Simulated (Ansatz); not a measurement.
## Al₂Ru: iterations to self-consistency

Computed with DFT PBEsol, scalar-relativistic, plane waves, PAW (Ansatz 0.2.0).

```yaml
crystal:
  lattice:
    - [-1.56042, 1.56042, 4.22181]
    - [1.56042, -1.56042, 4.22181]
    - [1.56042, 1.56042, -4.22181]
  atoms:
    - { symbol: Al, position: [0.65920, 0.65920, 0.00000] }
    - { symbol: Al, position: [0.34080, 0.34080, 0.00000] }
    - { symbol: Ru, position: [0.00000, 0.00000, 0.00000] }
```

- plane-wave cutoff: 420 eV
- Γ-centred k-mesh: 18×18×18
- occupation rule: Gaussian smearing, 0.1 eV
- spin treatment: unpolarised

Each run starts from superposed atomic densities and uses Broyden mixing with its automatic preconditioner, at most 120 iterations and the default threshold on the density residual; only the length of the Broyden history differs.

| length of the Broyden history | iterations | converged | density residual (eV) at iterations 1, 3, 5 |
| --- | --- | --- | --- |
| 2 | 10 | yes | 4.5 0.17 0.001 |
| 3 | 10 | yes | 4.5 0.17 0.00088 |
| 5 | 8 | yes | 4.5 0.29 0.00047 |
| 8 | 8 | yes | 4.5 0.29 0.00047 |

Cost: 4 runs of about 1.2 core-minutes in all, on Arm Neoverse V1 (shared hosts).